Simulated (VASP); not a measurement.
# BN (P6_3/mmc) in VASP: further runs

Runs on BN. Level: PBE+D3(BJ). Tasks: relaxation of cell and atoms.

All numbers are computed with VASP 6.6.1; they aren't measurements. Logs are shortened: lines on timing, memory, paths and dates and some standing lists are left out, and cuts for length are marked.

**1. Starting point**

The structure is hexagonal, space group P6_3/mmc (No. 194). Conventional cell: a = 2.498 Å, b = 2.498 Å, c = 6.636 Å, α = 90.00°, β = 90.00°, γ = 120.00°. B (site symmetry -6m2) has 3 N at 1.44 Å as nearest neighbours. N (site symmetry -6m2) has 3 B at 1.44 Å as nearest neighbours.

**2. Relaxation of cell and atoms, PBE+D3(BJ)**

Input file INCAR:

```
ALGO = Normal
EDIFF = 1E-7
EDIFFG = -0.002
ENCUT = 520
GGA = PE
IBRION = 2
ISIF = 3
ISMEAR = 0
IVDW = 12
KPAR = 4
LASPH = True
LCHARG = False
LREAL = False
LWAVE = False
NELM = 80
NSW = 80
PREC = Accurate
SIGMA = 0.02
```

Input file KPOINTS:

```
k-points
0
Gamma
  15 15 6
```

Input file POSCAR:

```
BN
1.0
    2.4982400000      0.0000000000      0.0000000000
   -1.2491200000      2.1635393000      0.0000000000
    0.0000000000      0.0000000000      6.6357000000
B N
2 2
Direct
    0.3333333300      0.6666666700      0.2500000000
    0.6666666700      0.3333333300      0.7500000000
    0.3333333300      0.6666666700      0.7500000000
    0.6666666700      0.3333333300      0.2500000000
```

Potentials or basis: VASP PAW PBE potentials, release 64 (B, N).

On the command line:

```bash
cat potpaw_PBE.64/B/POTCAR potpaw_PBE.64/N/POTCAR > POTCAR
mpirun -np 4 vasp_std > vasp.out
```

OUTCAR:

```text
EDIFF = 1E-7
   EDIFFG = -0.002
   ENCUT = 520
   GGA = PE
   IBRION = 2
   ISIF = 3
   ISMEAR = 0
   IVDW = 12
   LASPH = True
   LREAL = False
   NELM = 80
   NSW = 80
   PREC = Accurate
 IVDW          = 12

 ion  position               nearest neighbor table
   1  0.333  0.667  0.250-   4 1.44   4 1.44   4 1.44
   2  0.667  0.333  0.750-   3 1.44   3 1.44   3 1.44
   3  0.333  0.667  0.750-   2 1.44   2 1.44   2 1.44
   4  0.667  0.333  0.250-   1 1.44   1 1.44   1 1.44

  LATTYP: Found a hexagonal cell.
 ALAT       =     2.4982400000
 C/A-ratio  =     2.6561499296

  Lattice vectors:

 A1 = (   2.4982400000,   0.0000000000,   0.0000000000)
 A2 = (  -1.2491200000,   2.1635393000,   0.0000000000)
 A3 = (   0.0000000000,   0.0000000000,   6.6357000000)

Analysis of symmetry for initial positions (statically):
=====================================================================
 Subroutine PRICEL returns:
 Original cell was already a primitive cell.

 Routine SETGRP: Setting up the symmetry group for a
 hexagonal supercell.

 Subroutine GETGRP returns: Found 24 space group operations
 (whereof 12 operations were pure point group operations)
 out of a pool of 24 trial point group operations.

The static configuration has the point symmetry D_3d.
 The point group associated with its full space group is D_6h.

Analysis of symmetry for dynamics (positions and initial velocities):
=====================================================================
 Subroutine PRICEL returns:
 Original cell was already a primitive cell.

 Routine SETGRP: Setting up the symmetry group for a
 hexagonal supercell.

 Subroutine GETGRP returns: Found 24 space group operations
 (whereof 12 operations were pure point group operations)
 out of a pool of 24 trial point group operations.

The dynamic configuration has the point symmetry D_3d.
 The point group associated with its full space group is D_6h.

 Subroutine INISYM returns: Found 24 space group operations
 (whereof 12 operations are pure point group operations),
 and found     1 'primitive' translations

----------------------------------------------------------------------------------------

                                     Primitive cell

  volume of cell :      35.8662

  direct lattice vectors                    reciprocal lattice vectors
     2.498240000  0.000000000  0.000000000     0.400281798  0.231102805  0.000000000
    -1.249120000  2.163539300  0.000000000     0.000000000  0.462205609  0.000000000
     0.000000000  0.000000000  6.635700000     0.000000000  0.000000000  0.150700002

  length of vectors
     2.498240000  2.498239996  6.635700000     0.462205608  0.462205609  0.150700002

  position of ions in fractional coordinates (direct lattice)
     0.333333330  0.666666670  0.250000000
     0.666666670  0.333333330  0.750000000
     0.333333330  0.666666670  0.750000000
     0.666666670  0.333333330  0.250000000

  ion indices of the primitive-cell ions
   primitive index   ion index
                 1           1
                 2           2
                 3           3
                 4           4

----------------------------------------------------------------------------------------

 KPOINTS: k-points

Automatic generation of k-mesh.
 Grid dimensions read from file:
 generate k-points for:   15   15    6

 Generating k-lattice:

  Cartesian coordinates                     Fractional coordinates (reciprocal lattice)
     0.026685453  0.015406854  0.000000000     0.066666667 -0.000000000  0.000000000
     0.000000000  0.030813707  0.000000000     0.000000000  0.066666667  0.000000000
     0.000000000  0.000000000  0.025116667     0.000000000  0.000000000  0.166666667

  Length of vectors
     0.030813707  0.030813707  0.025116667

  Shift w.r.t. Gamma in fractional coordinates (k-lattice)
     0.000000000  0.000000000  0.000000000

 Subroutine IBZKPT returns following result:
 ===========================================

 Found    108 irreducible k-points:

 Following reciprocal coordinates:
            Coordinates               Weight
  0.000000  0.000000  0.000000      1.000000
  0.066667  0.000000  0.000000      6.000000
  0.133333 -0.000000  0.000000      6.000000
  0.200000 -0.000000  0.000000      6.000000
  0.266667 -0.000000  0.000000      6.000000
  0.333333  0.000000  0.000000      6.000000
[... 16 lines left out ...]
  0.333333  0.200000  0.000000     12.000000
  0.400000  0.200000  0.000000      6.000000
 [... further k-points ...]
   k-points           NKPTS =    108   k-points in BZ     NKDIM =    108   number of bands    NBANDS=     12
   number of dos      NEDOS =    301   number of ions     NIONS =      4
   total plane-waves  NPLWV =  20000
   dimension x,y,z NGX =    20 NGY =   20 NGZ =   50
   dimension x,y,z NGXF=    40 NGYF=   40 NGZF=  100
   ions per type =               2   2
   NGX,Y,Z   is equivalent  to a cutoff of  13.31, 13.31, 12.53 a.u.
   NGXF,Y,Z  is equivalent  to a cutoff of  26.62, 26.62, 25.05 a.u.
 SYSTEM =  unknown system
   PREC   = accura    normal or accurate (medium, high low for compatibility)
   ISTART =      0    job   : 0-new  1-cont  2-samecut
   ICHARG =      2    charge: 1-file 2-atom 10-const
   ISPIN  =      1    spin polarized calculation?
   LNONCOLLINEAR =      F non collinear calculations
   LSORBIT =      F    spin-orbit coupling
   LASPH  =      T    aspherical Exc in radial PAW
   ENCUT  =  520.0 eV  38.22 Ry    6.18 a.u.   4.65  4.65 12.34*2*pi/ulx,y,z
   NELM   =     80;   NELMIN=  2; NELMDL= -5     # of ELM steps
   EDIFF  = 0.1E-06   stopping-criterion for ELM
   LREAL  =      F    real-space projection
   EDIFFG = -.2E-02   stopping-criterion for IOM
   NSW    =     80    number of steps for IOM
   IBRION =      2    ionic relax: 0-MD 1-quasi-New 2-CG
   NFREE  =      1    steps in history (QN), initial steepest desc. (CG)
   ISIF   =      3    stress and relaxation
   ISYM   =      2    0-nonsym 1-usesym 2-fastsym
   POTIM  = 0.5000    time-step for ionic-motion
   TEBEG  =    0.0;   TEEND  =   0.0 temperature during run
   PSTRESS=    0.0 pullay stress
   NELECT =      16.0000    total number of electrons
   NUPDOWN=      -1.0000    fix difference up-down
   EMIN   =  10.00;   EMAX   =-10.00  energy-range for DOS
   EFERMI =   0.00;   METHOD = LEGACY
   ISMEAR =     0;   SIGMA  =   0.02  broadening in eV -4-tet -1-fermi 0-gaus
   EFERMI_NEDOS =   21; number of points for ismear=-14 and -15
   IALGO  =     38    algorithm
   IMIX   =      4    mixing-type and parameters
     AMIX     =   0.40;   BMIX     =  1.00
     AMIX_MAG =   1.60;   BMIX_MAG =  1.00
  volume/ion in A,a.u.               =       8.97        60.51
  Fermi-wavevector in a.u.,A,eV,Ry     =   1.250891  2.363842 21.289433  1.564729
  Thomas-Fermi vector in A             =   2.384864
   LORBIT       =      0    0 simple, 1 ext, 2 COOP (PROOUT), +10 PAW based schemes
   GGA     = PE    functional components
   LHFCALC =     F    Hartree Fock is set to
   AEXX    =    0.0000 exact exchange contribution
   IVDW    =    12    specifies the selected vdW correction
   LEPSILON=     F    determine dielectric tensor
   LRPA    =     F    only Hartree local field effects (RPA)
 conjugate gradient relaxation of ions
 non-spin polarized calculation
 Gauss-broadening in eV      SIGMA  =   0.02
  energy-cutoff  :      520.00
  volume of cell :       35.87
 maximum number of plane-waves:       985
 NGX is ok and might be reduce to    20
   NGX =  9   NGY =  9   NGZ = 25

--------------------------------------- Ionic step        1  -------------------------------------------

 number of electron      15.9999997 magnetization

 Free energy of the ion-electron system (eV)
  ---------------------------------------------------
  ext. energy  EPLUGINS =         0.00000000
  ---------------------------------------------------
  free energy    TOTEN  =       -35.14691838 eV

  energy without entropy =      -35.14691838  energy(sigma->0) =      -35.14691838

------------------------ aborting loop because EDIFF is reached ----------------------------------------

 Edisp (eV)   -0.56768

 E8    (eV) :    -0.1663

  FORCE on cell =-STRESS in cart. coord.  units (eV):
  Direction    XX          YY          ZZ          XY          YZ          ZX
  --------------------------------------------------------------------------------------
  -------------------------------------------------------------------------------------
  Total       0.84035     0.84035    -0.05581    -0.00000     0.00000     0.00000
  in kB      37.53925    37.53925    -2.49294    -0.00000     0.00000     0.00000
  external pressure =       24.20 kB  Pullay stress =        0.00 kB
[... 103 lines left out ...]
  FREE ENERGIE OF THE ION-ELECTRON SYSTEM (eV)
  ---------------------------------------------------
  free  energy   TOTEN  =       -35.7174834532 eV

  energy  without entropy=      -35.7174834532  energy(sigma->0) =      -35.71748345

[... ionic steps 4 to 8 ...]

--------------------------------------- Ionic step        9  -------------------------------------------

 number of electron      15.9999997 magnetization

------------------------ aborting loop because EDIFF is reached ----------------------------------------

 Edisp (eV)   -0.56908

 E8    (eV) :    -0.1668
[... 73 lines left out ...]
  energy  without entropy=      -35.7176477452  energy(sigma->0) =      -35.71764775

--------------------------------------- Ionic step       11  -------------------------------------------

 number of electron      15.9999997 magnetization

 Free energy of the ion-electron system (eV)
  ---------------------------------------------------
  ext. energy  EPLUGINS =         0.00000000
  ---------------------------------------------------
  free energy    TOTEN  =       -35.14863590 eV

  energy without entropy =      -35.14863590  energy(sigma->0) =      -35.14863590

 E-fermi :   2.5281     XC(G=0): -10.1179

 val. band max:        2.3609383798   @ k =   0.3333   0.2667   0.0000
 cond. band min:       6.6300426210   @ k =   0.4667   0.0667   0.0000
 fundamental gap:      4.2691042412
 Fermi energy:         2.5280643942

 k-point     1 :       0.0000    0.0000    0.0000
  band No.  band energies     occupation
      1     -15.4619      2.00000
      2     -15.1480      2.00000
      3      -3.9080      2.00000
      4      -1.6933      2.00000
      5       0.9909      2.00000
      6       0.9909      2.00000
      7       1.0316      2.00000
      8       1.0316      2.00000
      9       7.6395      0.00000
     10      12.7275      0.00000
     11      13.8422      0.00000
     12      13.8422      0.00000
[... 331 lines left out ...]
 k-point    24 :       0.4000    0.2000    0.0000
  band No.  band energies     occupation
      1     -11.9254      2.00000
      2     -11.8654      2.00000
      3      -6.1210      2.00000
      4      -6.0295      2.00000
      5      -3.6096      2.00000
      6      -3.5276      2.00000
      7       1.4772      2.00000
      8       2.2571      2.00000
      9       6.9045      0.00000
     10       7.7211      0.00000
     11      14.0651      0.00000
     12      14.3464      0.00000

 [... further k-points ...]

------------------------ aborting loop because EDIFF is reached ----------------------------------------

 Edisp (eV)   -0.56904

 E8    (eV) :    -0.1668

  FORCE on cell =-STRESS in cart. coord.  units (eV):
  Direction    XX          YY          ZZ          XY          YZ          ZX
  --------------------------------------------------------------------------------------
  -------------------------------------------------------------------------------------
  Total       0.00121     0.00121     0.00027     0.00000     0.00000     0.00000
  in kB       0.05427     0.05427     0.01195     0.00000     0.00000     0.00000
  external pressure =        0.04 kB  Pullay stress =        0.00 kB
[... 19 lines left out ...]
  FREE ENERGIE OF THE ION-ELECTRON SYSTEM (eV)
  ---------------------------------------------------
  free  energy   TOTEN  =       -35.7176726939 eV

  energy  without entropy=      -35.7176726939  energy(sigma->0) =      -35.71767269

 reached required accuracy - stopping structural energy minimisation
```

It took 32 s on 4 MPI ranks of Intel Xeon 6975P-C (Granite Rapids), shared host; peak memory 0.19 GiB.

What came out:

| Item | Value |
| --- | --- |
| Free energy | -35.7177 eV |
| Relaxed volume | 8.96 Å³/atom |
| Relaxed cell | a = 2.507 Å, b = 2.507 Å, c = 6.585 Å, α = 90.00°, β = 90.00°, γ = 120.00° |
| Space group after relaxing (to 0.05 Å) | P6_3/mmc (No. 194) |
| Energy gained by relaxing | 0.8 meV/atom |
| Ionic steps | 11 |
| Pressure after relaxing | 0.0 GPa |
| Band gap on the k mesh | 4.27 eV, indirect (least direct gap 4.63 eV) |
| Dispersion energy per atom | -0.142 eV |

Step by step:
| step | energy change (eV) | largest force (eV/Å) | pressure (GPa) | volume (Å³) |
| --- | --- | --- | --- | --- |
| 1 | 0.0000 | 0.0000 | 2.42 | 35.87 |
| 2 | 0.0077 | 0.0000 | -4.69 | 36.57 |
| 3 | -0.0029 | 0.0000 | -0.09 | 36.11 |
| 4 | -0.0029 | 0.0000 | -0.04 | 36.10 |
| 5 | -0.0029 | 0.0000 | -0.03 | 36.08 |
| 6 | -0.0030 | 0.0000 | -0.02 | 36.03 |
| 7 | -0.0031 | 0.0000 | 0.01 | 35.92 |
| 8 | -0.0030 | 0.0000 | 0.06 | 35.70 |
| 9 | -0.0031 | 0.0000 | 0.03 | 35.84 |
| 10 | -0.0031 | 0.0000 | -0.23 | 35.86 |
| 11 | -0.0031 | 0.0000 | 0.00 | 35.84 |

Final structure:
```
CELL_PARAMETERS angstrom
2.50682 0.00000 0.00000
-1.25341 2.17097 0.00000
0.00000 0.00000 6.58547
ATOMIC_POSITIONS crystal
B 0.33333 0.66667 0.25000
B 0.66667 0.33333 0.75000
N 0.33333 0.66667 0.75000
N 0.66667 0.33333 0.25000
```

Caveat: an odd mesh through Γ misses points on the zone boundary, where band edges often lie.

**3. Relaxation of cell and atoms, PBE+D3(BJ)**

INCAR is that of step 2.

KPOINTS is that of step 2.

Input file POSCAR:

```
BN                                      
1.0
    2.5068152415      0.0000000000      0.0000000000
   -1.2534076208      2.1709656770      0.0000000000
    0.0000000000      0.0000000000      6.5854715462
  B               N             
     2     2
Direct
     0.3333333300000021    0.6666666699999979    0.2500000000000000
     0.6666666699999979    0.3333333300000021    0.7500000000000000
     0.3333333300000021    0.6666666699999979    0.7500000000000000
     0.6666666699999979    0.3333333300000021    0.2500000000000000
```

Potentials or basis: VASP PAW PBE potentials, release 64 (B, N).

On the command line:

```bash
cat potpaw_PBE.64/B/POTCAR potpaw_PBE.64/N/POTCAR > POTCAR
mpirun -np 4 vasp_std > vasp.out
```

Run time: 7 s. Hardware: 4 MPI ranks of Intel Xeon 6975P-C (Granite Rapids), shared host; peak memory 0.17 GiB.

The run converged. Its results:

```yaml
Free_energy: -35.7176 eV
Pressure_after_relaxing: 0.0 GPa
Band_gap_on_the_k_mesh: 4.27 eV, indirect (least direct gap 4.63 eV)
Dispersion_energy_per_atom: -0.142 eV
```

Final structure:
```cif
data_structure
_symmetry_space_group_name_H-M 'P 1'
_symmetry_Int_Tables_number 1
_cell_length_a 2.5068
_cell_length_b 2.5068
_cell_length_c 6.5855
_cell_angle_alpha 90.000
_cell_angle_beta 90.000
_cell_angle_gamma 120.000
_cell_volume 35.84
loop_
_atom_site_label
_atom_site_type_symbol
_atom_site_fract_x
_atom_site_fract_y
_atom_site_fract_z
_atom_site_occupancy
B1 B 0.33333 0.66667 0.25000 1
B2 B 0.66667 0.33333 0.75000 1
N1 N 0.33333 0.66667 0.75000 1
N2 N 0.66667 0.33333 0.25000 1
```

Levels at points of the mesh, in eV from the valence-band top:
```csv
k point,band 6,band 7,band 8,band 9,band 10,band 11
"(0.00, 0.00, 0.00)",-1.37,-1.33,-1.33,5.28,10.37,11.48
"(0.00, 0.00, 0.50)",-1.35,-1.35,-1.35,7.69,7.69,11.55
```

Caveat: the relaxation stopped at its first step, so nothing moved; an odd mesh through Γ misses points on the zone boundary, where band edges often lie.
